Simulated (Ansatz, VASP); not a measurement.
**One calculation of Al, two programs**

```xyz
1
Lattice="0.0000 1.9898 1.9898 1.9898 0.0000 1.9898 1.9898 1.9898 0.0000" Properties=species:S:1:pos:R:3 pbc="T T T"
Al    0.0000    0.0000    0.0000
```

Alike in both runs: task relaxation of cell and atoms; functional LDA; k mesh 16 × 16 × 16; occupations fermi-dirac, width 0.15 eV; no spin polarisation.

|  | VASP | Ansatz |
| --- | --- | --- |
| version | VASP 6.6.1 | Ansatz 0.2.0 |
| potentials or method | VASP PAW LDA potentials, release 64 (Al) | scalar-relativistic, plane waves, PAW |
| plane-wave cutoff (eV) | 600 | 420 |
| valence electrons in the cell | 3 | 3 |

Ansatz gave:

| Item | Value |
| --- | --- |
| gap on the k mesh at the Fermi level, each at its own relaxed structure (eV) | none |
| relaxed volume (Å³/atom) | 15.82 |
| relaxed cell length with the largest relative difference (Å) | 2.818 |

Question: Estimate VASP's values.

Answer: gap on the k mesh at the Fermi level, each at its own relaxed structure (eV): none; relaxed volume (Å³/atom): 15.83; relaxed cell length with the largest relative difference (Å): 2.819.

A gap of «none» marks a metal or a gap that the smearing closes. Ansatz warned: «pseudo_functional_mismatch».
